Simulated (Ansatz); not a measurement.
Input and command of a plane-wave DFT calculation in Ansatz:

```yaml
crystal:
  lattice:
    - [3.2681211628, 0.0, 0.0]
    - [0.0, 3.2681211628, 0.0]
    - [0.0, 0.0, 3.2681211628]
  atoms:
    - { symbol: In, position: [0.5, 0.5, 0.5] }
    - { symbol: Pd, position: [0.0, 0.0, 0.0] }
basis:
  ecutwfc: 500
kpoints:
  mp_grid: { grid: [14, 14, 14] }
hamiltonian:
  xc: r2scan
scf:
  occupations: { method: gaussian, width: 0.1 }
output:
  forces: true
  stress: true
  eigenvalues: true
relax:
  adjacent_minimum: "off"
  f_tol: 0.01
  max_steps: 60
  cell: { stress_tol: 0.1 }
```

```bash
ansatz run input.yaml --threads 1 --pin off --max-ram 2560MiB --backend cpu --events-out ev --progress --plain --runs-dir out
```

Processor: Arm Neoverse V1, 1 thread, on a host shared with other jobs.

How long does it run, and how much memory does it take?

About 40 s on 1 thread of Arm Neoverse V1, with other jobs on the host, peak memory 0.45 GiB. It solves 20 bands at 120 k points (the mesh reduced by symmetry) with about 895 plane waves (on the last cell), in 26 SCF iterations over 4 ionic steps.
